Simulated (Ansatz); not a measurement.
The calculation used DFT PBE, scalar-relativistic, plane waves, PAW in Ansatz. Settings: cutoff 420 eV, Γ-centred meshes spaced at most about 0.3 Å⁻¹ (2π included), Gaussian smearing. No spin polarisation in the final relaxations.

All energies are static (0 K, no zero-point motion). All come from trial cells, and lower structures may exist.

Question: Order these relaxed structures of Mg5ZnO6 by energy, lowest first, with the energy over the lowest of them.
A. Space group P4/mmm (No. 123), tetragonal, a = 3.019 Å, c = 12.799 Å. Mg on a site of symmetry 4mm has 6 O at 2.12–2.13 Å; Mg on a site of symmetry 4/mmm is surrounded by 6 O at 2.12–2.13 Å; Zn has 6 O at 2.13–2.16 Å; around O on a site of symmetry 4/mmm lie 6 Mg at 2.12–2.13 Å; 4 more sites not described.
B. Space group P-4m2 (No. 115), tetragonal, a = 3.268 Å, c = 13.780 Å. Mg on a site of symmetry -4m2 is surrounded by 4 O at 2.00 Å; Mg on a site of symmetry 2mm has 4 O at 2.00 Å; Zn is surrounded by 4 O at 2.01 Å; O on its first site is surrounded by 4 Mg at 2.00 Å; 3 more sites not described.

Answer: A (0 meV/atom), B (57 meV/atom). Forms: A Mg and Zn ordered on rock salt sites, P4/mmm; B Mg and Zn ordered on zinc blende sites, P-4m2. Counting O atoms around Mg and Zn (those within 1.25 times the shortest such distance or 1.15 times the sum of covalent radii, 1.27 where that leaves under three): A has Mg 6, Zn 6; B has Mg 4, Zn 4.

With atoms moved at random, P4/mmm came back. Other cells relaxed within their symmetry can be saddle points. Some candidate types were left out of the draw beforehand, so a known form may be missing.
